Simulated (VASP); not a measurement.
# AlN (Fm-3m) in VASP: further runs

The runs below take AlN through G0W0 quasiparticle levels, with PBE.

Everything below comes from runs of VASP 6.6.1. Logs are shortened: lines on timing, memory, paths and dates and some standing lists are left out, and cuts for length are marked.

## (1) Starting point

The structure is cubic, space group Fm-3m (No. 225). Conventional cell: a = 4.069 Å, b = 4.069 Å, c = 4.069 Å, α = 90.00°, β = 90.00°, γ = 90.00°. Al (site symmetry m-3m) has 6 N at 2.03 Å as nearest neighbours. Around N (site symmetry m-3m) lie 6 Al at 2.03 Å.

Measurements of this composition are mostly on another form, of space group No. 186.

## (2) G0W0 quasiparticle levels, PBE

Input file POSCAR:

```
AlN
1.0
    0.0000000000      2.0345180000      2.0345180000
    2.0345180000      0.0000000000      2.0345180000
    2.0345180000      2.0345180000      0.0000000000
Al N
1 1
Direct
    0.5000000000      0.5000000000      0.5000000000
    0.0000000000      0.0000000000      0.0000000000
```

Input file INCAR.step1:

```
ALGO = Normal ; EDIFF = 1E-8
ENCUT = 450 ; GGA = PE
ISMEAR = 0 ; LASPH = T
LCHARG = F ; LREAL = F
LWAVE = T ; NELM = 100
PREC = Accurate ; SIGMA = 0.01
```

Input file INCAR.step2:

```
ALGO = Exact ; EDIFF = 1E-8
ENCUT = 450 ; GGA = PE
ISMEAR = 0 ; ISTART = 1
LASPH = T ; LCHARG = F
LOPTICS = T ; LREAL = F
LWAVE = T ; NBANDS = 44
NELM = 1 ; PREC = Accurate
SIGMA = 0.01
```

Input file INCAR.step3:

```
ALGO = EVGW0 ; EDIFF = 1E-8
ENCUT = 450 ; ENCUTGW = 50
GGA = PE ; ISMEAR = 0
ISTART = 1 ; LASPH = T
LCHARG = F ; LREAL = F
LWAVE = F ; NBANDS = 44
NBANDSGW = 12 ; NELMGW = 1
NOMEGA = 48 ; PREC = Accurate
PRECFOCK = Fast ; SIGMA = 0.01
```

Input file KPOINTS:

```
k-points
0
Gamma
  3 3 3
```

Potentials or basis: VASP PAW PBE potentials, release 64 (Al_GW, N_GW).

Run with:

```console
$ cat potpaw_PBE.64/Al_GW/POTCAR potpaw_PBE.64/N_GW/POTCAR > POTCAR
$ cp INCAR.step1 INCAR
$ mpirun -np 1 vasp_std > vasp.out
$ cp INCAR.step2 INCAR
$ mpirun -np 1 vasp_std > vasp.out
$ cp INCAR.step3 INCAR
$ mpirun -np 1 vasp_std > vasp.out
```

OUTCAR:

```text
EDIFF = 1E-8
   ENCUT = 450
   ENCUTGW = 50
   GGA = PE
   ISMEAR = 0
   ISTART = 1
   LASPH = T
   LREAL = F
   NELMGW = 1
   PREC = Accurate
   PRECFOCK = Fast

 Found      4 irreducible k-points:

 Following reciprocal coordinates:
            Coordinates               Weight
  0.000000  0.000000  0.000000      1.000000
  0.333333  0.000000  0.000000      8.000000
  0.333333  0.333333  0.000000      6.000000
 -0.333333  0.333333  0.000000     12.000000
   k-points           NKPTS =      4   k-points in BZ     NKDIM =     27   number of bands    NBANDS=     44
   number of dos      NEDOS =    301   number of ions     NIONS =      2
   total plane-waves  NPLWV =   8000
   dimension x,y,z NGX =    20 NGY =   20 NGZ =   20
   dimension x,y,z NGXF=    40 NGYF=   40 NGZF=   40
   ions per type =               1   1
   NGX,Y,Z   is equivalent  to a cutoff of  11.56, 11.56, 11.56 a.u.
   NGXF,Y,Z  is equivalent  to a cutoff of  23.11, 23.11, 23.11 a.u.
 SYSTEM =  unknown system
   PREC   = accura    normal or accurate (medium, high low for compatibility)
   ISTART =      1    job   : 0-new  1-cont  2-samecut
   ICHARG =      0    charge: 1-file 2-atom 10-const
   ISPIN  =      1    spin polarized calculation?
   LNONCOLLINEAR =      F non collinear calculations
   LSORBIT =      F    spin-orbit coupling
   LASPH  =      T    aspherical Exc in radial PAW
   ENCUT  =  450.0 eV  33.07 Ry    5.75 a.u.   4.98  4.98  4.98*2*pi/ulx,y,z
   NELM   =     60;   NELMIN=  2; NELMDL=  0     # of ELM steps
   EDIFF  = 0.1E-07   stopping-criterion for ELM
   LREAL  =      F    real-space projection
   EDIFFG = 0.1E-06   stopping-criterion for IOM
   NSW    =      0    number of steps for IOM
   IBRION =     -1    ionic relax: 0-MD 1-quasi-New 2-CG
   NFREE  =      0    steps in history (QN), initial steepest desc. (CG)
   ISIF   =      0    stress and relaxation
   ISYM   =      3    0-nonsym 1-usesym 2-fastsym
   POTIM  = 0.5000    time-step for ionic-motion
   TEBEG  =    0.0;   TEEND  =   0.0 temperature during run
   PSTRESS=    0.0 pullay stress
   NELECT =       8.0000    total number of electrons
   NUPDOWN=      -1.0000    fix difference up-down
   EMIN   =  10.00;   EMAX   =-10.00  energy-range for DOS
   EFERMI =   0.00;   METHOD = LEGACY
   ISMEAR =     0;   SIGMA  =   0.01  broadening in eV -4-tet -1-fermi 0-gaus
   EFERMI_NEDOS =   21; number of points for ismear=-14 and -15
   IALGO  =     38    algorithm
   IMIX   =      4    mixing-type and parameters
     AMIX     =   0.40;   BMIX     =  1.00
     AMIX_MAG =   1.60;   BMIX_MAG =  1.00
  volume/ion in A,a.u.               =       8.42        56.83
  Fermi-wavevector in a.u.,A,eV,Ry     =   1.277321  2.413786 22.198561  1.631548
  Thomas-Fermi vector in A             =   2.409927
   LORBIT       =      0    0 simple, 1 ext, 2 COOP (PROOUT), +10 PAW based schemes
   GGA     = PE    functional components
   LHFCALC =     T    Hartree Fock is set to
   PRECFOCK=fast      Normal, Fast or Accurate (Low or Medium for compatibility)
   ENCUT4O =  -1.0   cutoff for four orbital integrals eV
   NKREDX  =     1    reduce k-point grid by
   NKREDY  =     1    reduce k-point grid by
   NKREDZ  =     1    reduce k-point grid by
   AEXX    =    1.0000 exact exchange contribution
   HFSCREEN=    0.0000 screening length (either q_TF or 0.3 A-1)
   HFSCREENC=   0.0000 screening length for correlation (either q_TF or 0.3 A-1)
   ENCUTFOCK=  -1.0 apply spherical cutoff to Coloumb kernel
   IVDW    =     0    specifies the selected vdW correction
   LEPSILON=     F    determine dielectric tensor
   LRPA    =     F    only Hartree local field effects (RPA)
   LRPAFORCE           =     F    calculate RPA forces
   ENCUTGW             =  50.0    cutoff for response function in eV
   ENCUTGWSOFT         =  40.0    soft cutoff for Coulomb kernel in GW response function in eV
   ENCUTLF             =  -1.0    cutoff for local field effects
   NELMGW              =     1    number of iterations in solving QP/BSE equation
   NELMHF              =     1    number of iterations in the inner HF iteration
   NKREDLFX            =     1    NKREDLFY  =   1   NKREDLFZ  =   1
 non-spin polarized calculation
 Gauss-broadening in eV      SIGMA  =   0.01
  energy-cutoff  :      450.00
  volume of cell :       16.84
 maximum number of plane-waves:       375
  NGX = 12; NGY = 12; NGZ = 12
   NGX =  9   NGY =  9   NGZ =  9
 maximum number of plane-waves:        15
 NGX is ok and might be reduce to    10

 QP shifts <psi_nk| G(iteration)W_0 |psi_nk>: iteration 1
 for sc-GW calculations column KS-energies equals QP-energies in previous step
 and V_xc(KS)=  KS-energies - (<T + V_ion + V_H > + <T+V_H+V_ion>^1  + <V_x>^1)

 k-point   1 :       0.0000    0.0000    0.0000
  band No.  KS-energies  QP-energies   sigma(KS)   V_xc(KS)     V^pw_x(r,r')   Z            occupation Imag(sigma)

      1      -8.8173     -10.0788     -16.3166     -14.5807     -24.7400       0.7267       2.0000       1.3556
      2       8.6417       8.4945     -17.5201     -17.3363     -21.4544       0.8009       2.0000       0.1344
      3       8.6417       8.4945     -17.5201     -17.3363     -21.4544       0.8009       2.0000       0.1344
      4       8.6417       8.4945     -17.5201     -17.3363     -21.4544       0.8009       2.0000       0.1344
      5      13.9874      15.0124     -13.3184     -14.5892      -8.4956       0.8066       0.0000      -0.1350
      6      20.5617      21.4400      -9.5210     -10.5978      -4.3058       0.8156       0.0000      -0.1690
      7      20.5617      21.4400      -9.5210     -10.5978      -4.3058       0.8156       0.0000      -0.1690
      8      20.5617      21.4400      -9.5210     -10.5978      -4.3058       0.8156       0.0000      -0.1690
      9      25.6576      25.9259      -9.0518      -9.4009      -2.4763       0.7686       0.0000      -0.4883
     10      26.0934      27.2626     -10.0118     -11.4784      -4.4140       0.7972       0.0000      -0.2662
     11      26.0934      27.2626     -10.0118     -11.4784      -4.4140       0.7972       0.0000      -0.2662
     12      26.9887      28.1196      -9.6884     -11.1255      -2.8392       0.7870       0.0000      -0.5783

 k-point   2 :       0.3333    0.0000    0.0000
  band No.  KS-energies  QP-energies   sigma(KS)   V_xc(KS)     V^pw_x(r,r')   Z            occupation Imag(sigma)

      1      -6.7795      -8.0616     -17.0816     -15.3479     -25.0140       0.7395       2.0000       1.1222
      2       2.4183       1.6272     -15.2364     -14.2132     -19.8467       0.7732       2.0000       0.2314
      3       7.8138       7.5542     -17.1243     -16.7998     -21.1358       0.7999       2.0000       0.1402
      4       7.8138       7.5542     -17.1243     -16.7998     -21.1358       0.7999       2.0000       0.1402
      5      14.9152      15.7521     -11.4139     -12.4413      -6.5533       0.8145       0.0000      -0.1379
      6      19.9451      20.9495      -9.7072     -10.9479      -4.4350       0.8095       0.0000      -0.1761
      7      19.9451      20.9495      -9.7072     -10.9479      -4.4350       0.8095       0.0000      -0.1761
      8      20.5265      22.2249     -13.3345     -15.5075      -7.9218       0.7816       0.0000      -0.2111
      9      24.7169      25.4982      -9.0792     -10.0992      -2.5506       0.7660       0.0000      -0.3906
     10      26.1280      27.1603      -9.8815     -11.1890      -3.7446       0.7896       0.0000      -0.3777
     11      26.1280      27.1603      -9.8815     -11.1890      -3.7446       0.7896       0.0000      -0.3777
     12      35.9566      37.5497     -10.3752     -12.4202      -3.1438       0.7790       0.0000      -1.0215

 k-point   3 :       0.3333    0.3333    0.0000
  band No.  KS-energies  QP-energies   sigma(KS)   V_xc(KS)     V^pw_x(r,r')   Z            occupation Imag(sigma)

      1      -6.1446      -7.4609     -17.3069     -15.6318     -25.1383       0.7858       2.0000       1.0718
      2       3.1981       2.4460     -15.8150     -14.8519     -20.3330       0.7810       2.0000       0.2086
      3       6.3898       5.9262     -16.3646     -15.7805     -20.4914       0.7937       2.0000       0.1519
      4       6.3898       5.9262     -16.3646     -15.7805     -20.4914       0.7937       2.0000       0.1519
      5      14.5362      15.4876     -10.4340     -11.5984      -5.7147       0.8171       0.0000      -0.1303
      6      14.7645      15.3598      -9.4155     -10.1370      -4.6570       0.8252       0.0000      -0.1283
      7      20.6610      22.2543     -13.0708     -15.1055      -7.5327       0.7831       0.0000      -0.2188
      8      24.3480      25.7909     -11.4445     -13.3184      -5.2756       0.7700       0.0000      -0.3357
      9      24.3480      25.7909     -11.4445     -13.3184      -5.2756       0.7700       0.0000      -0.3357
     10      29.3535      30.6238     -10.0675     -11.6555      -4.1244       0.7999       0.0000      -0.4315
     11      33.2533      34.3159      -8.8149     -10.1294      -1.8393       0.8084       0.0000      -0.8390
     12      33.2533      34.3159      -8.8149     -10.1294      -1.8393       0.8084       0.0000      -0.8390

 k-point   4 :      -0.3333    0.3333    0.0000
  band No.  KS-energies  QP-energies   sigma(KS)   V_xc(KS)     V^pw_x(r,r')   Z            occupation Imag(sigma)

      1      -4.8088      -6.0145     -18.2366     -16.6935     -26.0140       0.7814       2.0000       0.9281
      2       2.4746       1.7002     -14.7174     -13.7207     -19.1605       0.7769       2.0000       0.2229
      3       2.7783       1.9844     -14.7883     -13.7665     -19.2138       0.7770       2.0000       0.2156
      4       6.7059       6.2981     -16.5440     -16.0313     -20.6362       0.7954       2.0000       0.1490
      5      14.9498      15.7759      -9.9672     -10.9767      -5.1572       0.8183       0.0000      -0.1320
      6      18.9625      20.4930     -12.8188     -14.7418      -7.8571       0.7959       0.0000      -0.1653
      7      20.4572      21.9935     -12.8164     -14.7639      -7.5244       0.7888       0.0000      -0.1989
      8      21.9832      23.2893     -10.6165     -12.2465      -4.9831       0.8013       0.0000      -0.2374
      9      24.8370      25.7923     -10.1592     -11.3985      -3.7527       0.7709       0.0000      -0.3653
     10      28.3344      29.2394      -9.4142     -10.5322      -3.1688       0.8095       0.0000      -0.5029
     11      31.7419      32.8151      -9.3028     -10.6832      -2.2499       0.7774       0.0000      -0.7494
     12      35.0344      36.6201     -10.9229     -12.9358      -3.8165       0.7877       0.0000      -0.9998
```

It took 18 s on 1 thread of AMD EPYC 7R43 (Zen 3), shared host; peak memory 0.09 GiB.

These settings aren't checked as converged: the numbers below hold their error.

What came out:

| Property | Result |
| --- | --- |
| Band gap on the k mesh, mean-field level | 5.35 eV, direct |
| Quasiparticle gap | 6.52 eV |
| Least direct quasiparticle gap | 6.52 eV |

Caveat: the k mesh is coarse (spacing up to 0.89 Å⁻¹), so the values aren't converged; bands, screening cutoff and mesh are small and nothing is extrapolated, so the quasiparticle values aren't converged.

(Continued in part 2 of 5.)
